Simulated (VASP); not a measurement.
A run of VASP 6.6.1 is set up as follows.

The input INCAR:

```
SYSTEM = EuO
ALGO = Normal ; AMIX = 0.2
AMIX_MAG = 0.8 ; BMIX = 1E-4
BMIX_MAG = 1E-4 ; EDIFF = 1E-6
ENCUT = 600 ; GGA = PE
ISIF = 2 ; ISMEAR = 0
ISPIN = 2 ; LASPH = .TRUE.
LCHARG = .FALSE. ; LDAU = .TRUE.
LDAUJ = 0 0 ; LDAUL = 3 -1
LDAUPRINT = 1 ; LDAUTYPE = 2
LDAUU = 6 0 ; LMAXMIX = 6
LORBIT = 11 ; LREAL = .FALSE.
LWAVE = .FALSE. ; MAGMOM = 7 0
NBANDS = 22 ; NELM = 150
PREC = Accurate ; SIGMA = 0.03
```

The input KPOINTS:

```
k-points
0
G
  10 10 10
  0 0 0
```

Contents of POSCAR:

```
EuO
1.0
    0.0000000000      2.5719500000      2.5719500000
    2.5719500000      0.0000000000      2.5719500000
    2.5719500000      2.5719500000      0.0000000000
Eu O
1 1
Direct
    0.0000000000      0.0000000000      0.0000000000
    0.5000000000      0.5000000000      0.5000000000
```

Potentials or basis: VASP PAW PBE potentials, release 64 (Eu, O).

Run with:

```console
$ cat potpaw_PBE.64/Eu/POTCAR potpaw_PBE.64/O/POTCAR > POTCAR
$ mpirun -np 1 vasp_std > vasp.out
```

Estimate the band gap on the k mesh.

none (metal or under the smearing width).

Predict the site moments.

Eu +6.73; O -0.09 μB.

Eigenvalues of the final occupation matrices:
```
    site  spin  trace                         eigenvalues
site 1 f     1   6.81  0.96 0.97 0.97 0.97 0.98 0.98 0.98
site 1 f     2   0.02  0.00 0.00 0.00 0.00 0.00 0.00 0.00
```

Caveat: spin-orbit coupling is left out, which moves the levels of the heavy elements; a cell with one magnetic atom can't hold antiferromagnetic order, which such compounds often take. The state reached can hang on the start; a lower one may exist.

**What was measured.**

From a printed reference work, monograph, for a bulk crystal of EuO at 300 K: band gap 1.115 eV (optical).

Measured gap of EuO: 1.115 eV (optical; 300 K; a printed reference work, monograph). This calculation gives 0.00 eV (-1.11 eV). So large a miss can be the level of theory's own, or it may mean another phase, state or a wrong row. Spin-orbit coupling on Eu is left out. The value is that of PBE+U on a finite k mesh, which can miss the band edges, without temperature or zero-point motion. The run's magnetic order (collinear spin, ferromagnetic start) needn't be the measured crystal's.
